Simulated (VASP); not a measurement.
Here is a VASP 6.6.1 calculation.

The input INCAR:

```
PREC     = Normal         # precision mode
ENCUT    = 520            # plane-wave cutoff, eV
EDIFF    = 1E-4           # SCF threshold, eV
ISMEAR   = 0              # smearing method
SIGMA    = 0.15           # smearing width, eV
LREAL    = F              # projectors in reciprocal space
LASPH    = T              # aspherical terms in the spheres
NELM     = 60             # most SCF steps
ALGO     = Fast           # electronic algorithm
ISIF     = 3              # what is computed and relaxed
LWAVE    = F              # write WAVECAR
LCHARG   = F              # write CHGCAR
GGA      = PE             # functional
IBRION   = 2              # ionic algorithm
NSW      = 24             # ionic steps
EDIFFG   = -0.08          # ionic threshold
```

Contents of KPOINTS:

```
regular mesh
0
Gamma
  5 5 9
```

Contents of POSCAR:

```
Ti2Si
1.0
    3.1860310100     -3.2794370900      0.0000000000
    3.1860310100      3.2794370900      0.0000000000
    0.0000000000      0.0000000000      2.2048451900
Ti Si
2 1
Direct
    0.8403435600      0.8403435600      0.0000000000
    0.1596564400      0.1596564400      0.0000000000
    0.5000000000      0.5000000000      0.0000000000
```

Potentials or basis: VASP PAW PBE potentials, release 64 (Ti_sv, Si).

Command:

```bash
$ cat potpaw_PBE.64/Ti_sv/POTCAR potpaw_PBE.64/Si/POTCAR > POTCAR
$ mpirun -np 1 vasp_std > vasp.out
```

Problem. Predict the space group after relaxing (to 0.05 Å).

Solution. P6/mmm (No. 191).

Problem. Estimate the relaxed cell.

Solution. a = 4.592 Å, b = 4.592 Å, c = 2.709 Å, α = 90.00°, β = 90.00°, γ = 60.18°.

Problem. Predict the relaxed volume.

Solution. 16.52 Å³/atom.

Stress tensor (GPa, compression positive):
```
0.26 0.00 0.00
0.00 0.10 0.00
0.00 0.00 0.67
```
